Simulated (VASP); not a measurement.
Wanted: the native input for a VASP 6.6.1 run.

```yaml
Task: relaxation of cell and atoms
Functional: PBEsol
Potentials_or_basis: VASP PAW PBE potentials, release 64 (Zn, O)
Cutoff: 600 eV
k_mesh: 9 × 9 × 6
Occupations: gaussian, width 0.02 eV
Spin: no spin polarisation
Dipole_correction: no
Further_INCAR_settings: ALGO = Normal; EDIFF = 1e-06; IBRION = 2; EDIFFG = -0.002; NSW = 100; ISIF = 3
```

The structure of ZnO lies in POSCAR:

```
ZnO
1.0
    3.2500000000      0.0000000000      0.0000000000
   -1.6250000000      2.8145825623      0.0000000000
    0.0000000000      0.0000000000      5.2050000000
Zn O
2 2
Direct
    0.3333333333      0.6666666667      0.0000000000
    0.6666666667      0.3333333333      0.5000000000
    0.3333333333      0.6666666667      0.5000000000
    0.6666666667      0.3333333333      1.0000000000
```

Measurements of this composition are mostly on another form, of space group No. 186.

These files were run (other wordings do the same):

INCAR

```
ALGO = Normal
EDIFF = 1E-6
EDIFFG = -0.002
ENCUT = 600
GGA = PS
IBRION = 2
ISIF = 3
ISMEAR = 0
LASPH = True
LCHARG = False
LREAL = False
LWAVE = False
NELM = 100
NSW = 100
PREC = Accurate
SIGMA = 0.02
```

KPOINTS

```
k-points
0
Gamma
  9 9 6
```

Potentials or basis: VASP PAW PBE potentials, release 64 (Zn, O).

Command:

```bash
$ cat potpaw_PBE.64/Zn/POTCAR potpaw_PBE.64/O/POTCAR > POTCAR
$ mpirun -np 1 vasp_std > vasp.out
```

Results of the run:

```yaml
Relaxed_volume: 11.37 Å³/atom
Relaxed_cell: a = 3.419 Å, b = 3.419 Å, c = 4.490 Å, α = 90.00°, β = 90.00°, γ = 120.00°
Space_group_after_relaxing_to_0.05_Å: P6_3/mmc (No. 194)
Energy_gained_by_relaxing: 68.4 meV/atom
Ionic_steps: 17
Pressure_after_relaxing: 0.0 GPa
Band_gap_on_the_k_mesh: 0.89 eV, indirect (least direct gap 0.94 eV)
```

Caveat: the PAW data sets were made with another functional, which shifts forces and pressure a little; an odd mesh through Γ misses points on the zone boundary, where band edges often lie.

It took 4.8 min on 1 thread of Intel(R) Xeon(R) 6975P-C (Granite Rapids), on a shared host, peak memory 0.22 GiB.
